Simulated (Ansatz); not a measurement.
# In3GaP4 (quasi-random alloy, started on the GaP lattice) (P1): a band-gap study from LDA to G0W0 at the band limit, part 2 of 2

The study climbs from cheap functionals to G0W0 on In3GaP4 (quasi-random alloy, started on the GaP lattice) (P1) and then asks what each convergence step is worth.

Ansatz 0.2.0; density functionals, hybrids, G0W0, plane waves, PAW. Known limits of the many-body steps: not at the basis limit; no spin-orbit coupling; coarse k mesh.

So far. Step 3 (LDA+SOC): The gap stands −0.02 eV against LDA. Step 4 (HSE06): The gap stands +1.06 eV against LDA.

### 5. G0W0, 2×2×2 mesh, 335 empty bands, screening to 34 eV

Now the one-shot GW correction: screening in the RPA, then the self-energy of the levels asked for.

This step: G0W0 on LDA, plane waves, PAW.

The input, input.yaml:

```yaml
crystal:
  lattice:
    - [-5.7157253596, 5.714119744, -5.7140078984]
    - [5.7178479516, 5.7163494784, 5.7141150407]
    - [5.7116550362, -5.7142268864, -5.7100447173]
  atoms:
    - { symbol: Ga, position: [0.0062605256, -0.0003827223, 0.0016119557] }
    - { symbol: In, position: [0.2475405168, 0.4953287688, 0.2481162535] }
    - { symbol: In, position: [0.4929097767, 0.0002785294, 0.4976180423] }
    - { symbol: In, position: [0.7524999517, 0.5043380545, 0.7522465831] }
    - { symbol: In, position: [0.747904229, 0.2502833834, 0.0026884215] }
    - { symbol: Ga, position: [0.0033113129, 0.7549409378, 0.2519456278] }
    - { symbol: In, position: [0.2479357613, 0.241514029, 0.493241913] }
    - { symbol: In, position: [0.5025710527, 0.7549647822, 0.7528052348] }
    - { symbol: In, position: [0.5029770067, 0.495682782, 0.0026947319] }
    - { symbol: In, position: [0.752318647, 4.07616e-05, 0.2476798655] }
    - { symbol: In, position: [-0.0029368916, 0.5046604498, 0.4975124692] }
    - { symbol: Ga, position: [0.2482105254, 0.0010991294, 0.7513787828] }
    - { symbol: In, position: [0.2475790953, 0.7584510292, 0.0017646202] }
    - { symbol: Ga, position: [0.4933099335, 0.2462363188, 0.2433477134] }
    - { symbol: In, position: [0.7567233559, 0.7499244696, 0.5020830441] }
    - { symbol: In, position: [0.0018808696, 0.2446160743, 0.7523275803] }
    - { symbol: P, position: [-0.00391667, 0.2332733846, 0.0012711274] }
    - { symbol: P, position: [0.2359467667, 0.7466537607, 0.2475467035] }
    - { symbol: P, position: [0.5020533929, 0.2529518826, 0.4868609721] }
    - { symbol: P, position: [0.76550547, 0.7659843909, 0.7639381637] }
    - { symbol: P, position: [0.7664203475, 0.5138906057, 0.0149581098] }
    - { symbol: P, position: [-0.0003356906, -0.0134141436, 0.2344040139] }
    - { symbol: P, position: [0.2491434801, 0.4976657437, 0.5016941961] }
    - { symbol: P, position: [0.4861097048, 0.0030803127, 0.7509972971] }
    - { symbol: P, position: [0.4962308885, 0.7465210875, 0.0008767851] }
    - { symbol: P, position: [0.7350821813, 0.2495840295, 0.2508008487] }
    - { symbol: P, position: [0.0155426831, 0.7667101155, 0.5005053025] }
    - { symbol: P, position: [0.2524553574, 0.2373518121, 0.7479773156] }
    - { symbol: P, position: [0.2489612181, 0.0128211133, -0.0027440568] }
    - { symbol: P, position: [0.5019824434, 0.4893875507, 0.2538494849] }
    - { symbol: P, position: [0.7456223037, -0.0032061036, 0.4975818753] }
    - { symbol: P, position: [0.0022004545, 0.4987676802, 0.7504190218] }
kpoints:
  mp_grid: { grid: [2, 2, 2] }
hamiltonian:
  xc: lda
scf:
  occupations: { method: fixed }
gw:
  n_empty_bands: 335
  ecut_chi: 34
  qp_bands: [v4, c4]
  qp_kpoints: band_edges
  screening: { model: contour_deformation }
```

Launch:

```bash
> ansatz run input.yaml --threads 3 --pin off --max-ram 92160MiB --backend cuda --events-out ev --progress --plain --runs-dir out --devices 1 --max-vram 13GiB  # rebuilt from the run's record
```

Numbers of over 12 decimals in the logs are rounded to 6 here.

Output:

```text
GPUs: using 1 of 1 available (devices: 1).
[...]
GPU FFT provider: cuFFT
GPU libraries: cuBLAS 13.8.2, cuFFT 12.4.0, cuSOLVER 12.3.4
Crystal: 32 atoms, lattice volume = 746.245 Å³
Basis set: ecut = 420 eV, 14627 PW (Γ)
Bands: 176, of which v1, the nominal top of the filled ones, is band 144 counted from 1 (143 counted from 0)
Symmetry: 1 space group operations
[...]
k-points: 8
[...]
6   145      8.8894    -7.8567    -3.5505   -12.1350  0.7595     9.7049     9.6173  root ?
[...]
7   145      8.3236    -9.0973    -3.2670   -13.3705  0.7625     9.3260     9.3298  root
     7   146      8.4381    -9.1551    -3.2895   -13.4790  0.7625     9.4657     9.4725  root
     7   147      8.4667    -9.1564    -3.2930   -13.4832  0.7628     9.4939     9.5006  root
     7   148      8.6094    -9.2625    -3.3170   -13.6525  0.7628     9.6713     9.6824  root
[key lines of the parts left out:]
SCF converged after 8 iterations
Free energy (F): -91937.202649 eV
Fermi energy:    7.118971 eV
```

Run time: 49 s. Hardware: 1 × NVIDIA H100 80GB HBM3 (shared by 6 runs) with 3 threads of AMD EPYC 7R13 (Zen 3), shared host; peak memory 2.5 GiB; 71 s of CPU time.

Numbers from this step:

```yaml
bands_summed: 479
rpa_eps_infinity_on_this_mesh_eigenvalues: 21.65, 22.24, 22.84
plane_waves_in_the_screening_matrix: 321
g0w0_gap_on_the_mesh: 1.547 eV
k_of_the_valence_top: 0, 0, 0
k_of_the_conduction_bottom: 0, 0, 0
starting_gap_on_the_mesh: 0.7795 eV
least_direct_g0w0_gap_on_the_computed_points: 1.547 eV
```

The gap on the mesh goes from 0.78 eV to 1.55 eV, a correction of +0.77 eV. Between the two edge states, bare exchange in place of the xc potential would open the gap by 5.80 eV, and correlation takes back 5.03 eV.

### 6. G0W0, 2×2×2 mesh, 1327 empty bands, screening to 85 eV

Bands and screening cutoff are moved together, since each hides the error of the other.

Changes to input.yaml since step 5:

```diff
@@ -45,4 +45,4 @@
 gw:
-  n_empty_bands: 335
-  ecut_chi: 34
+  n_empty_bands: 1327
+  ecut_chi: 85.0
   qp_bands: [v4, c4]
```

Output:

```text
GPUs: using 1 of 1 available (devices: 1).
[...]
GPU FFT provider: cuFFT
GPU libraries: cuBLAS 13.8.2, cuFFT 12.4.0, cuSOLVER 12.3.4
Crystal: 32 atoms, lattice volume = 746.245 Å³
Basis set: ecut = 420 eV, 14627 PW (Γ)
Bands: 176, of which v1, the nominal top of the filled ones, is band 144 counted from 1 (143 counted from 0)
Symmetry: 1 space group operations
[...]
k-points: 8
[...]
GPU buffer pool allocated for 373248 grid points (all kernels)
[...]
SCF iter   1: F=—  HF=-91937.363145 eV  |F-HF|=—  |Δ(HF+E_count)|=         —  Δρ=7.93e-3  dr2=4.50e-1  ethr=1.77e-3  ⟨swp⟩=6.0  Hψ=5332  notcnv=0  defer=226
[...]
SCF iter   8: F=-91937.202649 eV  HF=-91937.202649 eV  |F-HF|=2.08e-8  |Δ(HF+E_count)|=   6.14e-8  Δρ=1.58e-6  dr2=3.10e-8  ethr=3.47e-11  ⟨swp⟩=14.1  Hψ=7880  notcnv=0
SCF 1 converged in 8 iterations: F = -91937.202649 eV  dr2 = 3.10e-8
[...]
G₀W₀ screening: q 1/8
[... further progress lines ...]
SCF converged after 8 iterations
Free energy (F): -91937.202649 eV
[...]
Internal energy: -91937.202649 eV  (E = F + TS)
E sigma→0 (E₀):  -91937.202649 eV
Fermi energy:    7.118971 eV
[...]
--- Band table (eV; the first three rows and the last of 8) ---
  k-point 0: bands = [... 140 lower, 6.1893, 7.0847, 7.1008, 7.1190, 7.8985, 8.5735, 8.5994, 8.6220, ... 28 higher]
  k-point 1: bands = [... 140 lower, 5.9753, 5.9931, 6.7830, 6.8928, 9.0614, 9.1891, 9.2885, 9.4447, ... 28 higher]
  k-point 2: bands = [... 140 lower, 5.9857, 5.9906, 6.7598, 6.9212, 9.0538, 9.3531, 9.3852, 9.4557, ... 28 higher]
  k-point 7: bands = [... 140 lower, 6.1280, 6.1403, 6.1569, 6.1951, 8.3236, 8.4381, 8.4667, 8.6094, ... 28 higher]
[...]
0   141      6.1893   -16.2279     1.5898   -14.4630  0.7316     6.0128     6.0142  root
     0   142      7.0847   -16.8525     1.2770   -15.4462  0.7364     6.9548     6.9554  root
     0   143      7.1008   -16.8741     1.2803   -15.4653  0.7364     6.9717     6.9723  root
     0   144      7.1190   -16.8815     1.2833   -15.4703  0.7362     6.9904     6.9911  root
     0   145      7.8985   -10.4532    -3.8064   -14.8375  0.7542     8.5007     8.4763  root
     0   146      8.5735    -7.0367    -3.7091   -11.0153  0.7641     8.8464     8.8429  root
     0   147      8.5994    -6.9308    -3.7117   -10.9046  0.7651     8.8648     8.8615  root
     0   148      8.6220    -6.9247    -3.7153   -10.9022  0.7649     8.8874     8.8841  root
     1   141      5.9753   -16.0790     1.6674   -14.2262  0.7298     5.7883     5.7899  root
     1   142      5.9931   -15.9921     1.6226   -14.1879  0.7304     5.8099     5.8114  root
     1   143      6.7830   -16.7347     1.3770   -15.2135  0.7354     6.6379     6.6387  root
     1   144      6.8928   -16.7302     1.3518   -15.2431  0.7354     6.7567     6.7574  root
     1   145      9.0614    -7.6960    -3.9019   -11.9699  0.7572     9.4410     9.4333  root
     1   146      9.1891    -8.9748    -3.8744   -13.3157  0.7490     9.6691     9.6557  root
     1   147      9.2885    -7.9132    -3.9418   -12.2449  0.7560     9.6870     9.6784  root
     1   148      9.4447    -9.3256    -4.0443   -13.8877  0.7475     9.9807     9.9625  root
     2   141      5.9857   -15.8807     1.5586   -14.1479  0.7314     5.8101     5.8115  root
     2   142      5.9906   -15.8901     1.5663   -14.1488  0.7312     5.8142     5.8155  root
     2   143      6.7598   -16.7289     1.3834   -15.1992  0.7353     6.6126     6.6135  root
     2   144      6.9212   -16.7344     1.3462   -15.2549  0.7354     6.7871     6.7878  root
     2   145      9.0538    -7.6056    -3.8997   -11.8736  0.7575     9.4297     9.4222  root
     2   146      9.3531    -7.8532    -3.9439   -12.1864  0.7566     9.7509     9.7423  root
     2   147      9.3852    -9.2969    -4.0161   -13.8218  0.7478     9.9113     9.8941  root
     2   148      9.4557    -9.1323    -3.9624   -13.5738  0.7495     9.9493     9.9348  root
[...]
7   141      6.1280   -16.2791     1.6281   -14.4714  0.7309     5.9468     5.9483  root
     7   142      6.1403   -16.3087     1.6272   -14.5059  0.7311     5.9634     5.9647  root
     7   143      6.1569   -16.3015     1.6268   -14.4989  0.7311     5.9797     5.9811  root
     7   144      6.1951   -16.3137     1.6177   -14.5197  0.7312     6.0175     6.0188  root
     7   145      8.3236    -9.0973    -3.7751   -13.3705  0.7571     8.8376     8.8217  root
     7   146      8.4381    -9.1551    -3.8256   -13.4790  0.7571     8.9523     8.9364  root
     7   147      8.4667    -9.1564    -3.8277   -13.4832  0.7573     8.9818     8.9659  root
     7   148      8.6094    -9.2625    -3.8874   -13.6525  0.7573     9.1283     9.1120  root
```

Wall time 99 s (1 × NVIDIA H100 80GB HBM3 (shared by 6 runs) with 3 threads); peak memory 6.8 GiB; 2.7 min of CPU time.

Numbers from this step:

| Quantity | Value |
| --- | --- |
| bands summed | 1471 |
| RPA ε∞ on this mesh (eigenvalues) | 21.05, 21.62, 22.20 |
| plane waves in the screening matrix | 1289 |
| q-points in the mesh | 8 |
| G0W0 gap on the mesh | 1.485 eV |
| k of the valence top | 0, 0, 0 |
| k of the conduction bottom | 0, 0, 0 |
| starting gap on the mesh | 0.7795 eV |
| Z at the valence top | 0.7362 |
| Z at the conduction bottom | 0.7542 |
| least direct G0W0 gap on the computed points | 1.485 eV |

Against the run with 2×2×2 mesh, 335 empty bands, screening to 34 eV, the gap moves by −0.06 eV.

Limits: finite bands, cutoff and mesh; no spin-orbit coupling; coarse k mesh. v1 is the top filled band, c1 the lowest empty one. The levels before and after the correction (eV, zero at the valence-band top of each column):

|  | conduction bottom | valence top |
| --- | --- | --- |
| Kohn-Sham | 0.78 | 0.00 |
| G0W0 | 1.49 | 0.00 |

|  | level | occupation | energy (eV) |
| --- | --- | --- | --- |
| Kohn-Sham | Γ v4 | 2 | -0.930 |
| Kohn-Sham | Γ v3 | 2 | -0.034 |
| Kohn-Sham | Γ v2 | 2 | -0.018 |
| Kohn-Sham | Γ v1 | 2 | 0.000 |
| Kohn-Sham | Γ c1 | 0 | 0.779 |
| Kohn-Sham | Γ c2 | 0 | 1.454 |
| Kohn-Sham | Γ c3 | 0 | 1.480 |
| Kohn-Sham | Γ c4 | 0 | 1.503 |
| G0W0 | Γ v4 | 2 | -0.977 |
| G0W0 | Γ v3 | 2 | -0.036 |
| G0W0 | Γ v2 | 2 | -0.019 |
| G0W0 | Γ v1 | 2 | 0.000 |
| G0W0 | Γ c1 | 0 | 1.485 |
| G0W0 | Γ c2 | 0 | 1.852 |
| G0W0 | Γ c3 | 0 | 1.870 |
| G0W0 | Γ c4 | 0 | 1.893 |

The parts of the quasiparticle energy at the two band edges (eV; QP = start + Σx + Σc − Vxc):

| run | edge | start | Σx | Σc | Vxc | Z | QP |
| --- | --- | --- | --- | --- | --- | --- | --- |
| 479 bands | valence top | 7.12 | -16.88 | 1.81 | -15.47 | 0.75 | 7.51 |
| 479 bands | conduction bottom | 7.90 | -10.45 | -3.22 | -14.84 | 0.76 | 9.06 |
| 1471 bands | valence top | 7.12 | -16.88 | 1.28 | -15.47 | 0.74 | 6.99 |
| 1471 bands | conduction bottom | 7.90 | -10.45 | -3.81 | -14.84 | 0.75 | 8.48 |

### 7. The ladder

Times are wall times on 1 × NVIDIA H100 80GB HBM3 (shared by 6 runs) with 3 threads of AMD EPYC 7R13 (Zen 3), shared host, good to a factor of about two. G0W0 rows are gaps on the mesh, lowered by the amount that the mesh misses the start's edges, a rough step that assumes the same correction there.

| level | gap (eV) | least direct gap (eV) | time |
| --- | --- | --- | --- |
| LDA | 0.78 | 0.78 | 19 s |
| LDA+SOC | 0.76 | 0.76 | 44 s |
| HSE06 | 1.84 | 1.84 | 2.3 min |
| G0W0@LDA (335 empty bands) | 1.55 | - | 49 s |
| G0W0@LDA (1327 empty bands) | 1.49 | - | 99 s |

### 8. Adding up the best estimate

| term | eV | running total (eV) |
| --- | --- | --- |
| G0W0 on the mesh, top rung | 1.485 | 1.485 |
| to the limit, by a line in one over the bands through the two top rungs | −0.030 | 1.456 |
| spin-orbit change, from LDA | −0.024 | 1.432 |

### 9. What came out

| Item | Value |
| --- | --- |
| LDA gap | 0.78 eV, in a supercell, where edges may be folded |
| HSE06 | 1.84 eV |
| G0W0, top rung on the mesh | 1.49 eV |
| best estimate, G0W0@LDA with spin-orbit change | 1.43 eV |
| GW settings of the top rung | 2×2×2 mesh, 1327 empty bands, screening to 85 eV |
| known limits | one-shot GW, static lattice; one k mesh, untested; coarse k mesh |

The best estimate for G0W0@LDA is 1.43 eV, in a supercell, where edges may be folded, against 0.76 eV at the start (both with spin-orbit coupling). The limit rests on the two highest rungs, unchecked by another pair. Among the functionals HSE06 comes nearest: +0.38 eV from the estimate without its spin-orbit term (1.46 eV). All runs took 5.9 min, 42 % of it in G0W0. The 2×2×2 mesh is coarse for this cell (its supercell is 20 Å along the shortest edge). The RPA ε∞ on it, from the LDA start, is 21.05, 21.62 and 22.20; such meshes misread the long-range screening, most where the gap is narrow.

[Paths, hosts, dates, memory and timing lines, banners, echoed tables and standing remarks are left out of the program output.]

[Logs are printed without paths, hosts, clocks, repeated set-up lines and the standing remarks that a program may print on its own settings, such as how far it seeks lower states.]

[Runs of the session that timed out or met a known fault of the program may be left out.]

[Cells called generated may have been cut or substituted from an entry of the Crystallography Open Database or the Materials Project.]

[Hosts, paths, dates, database ids (printed as entryN), source tags and the programs' standing remarks are cut or masked in the printed files.]
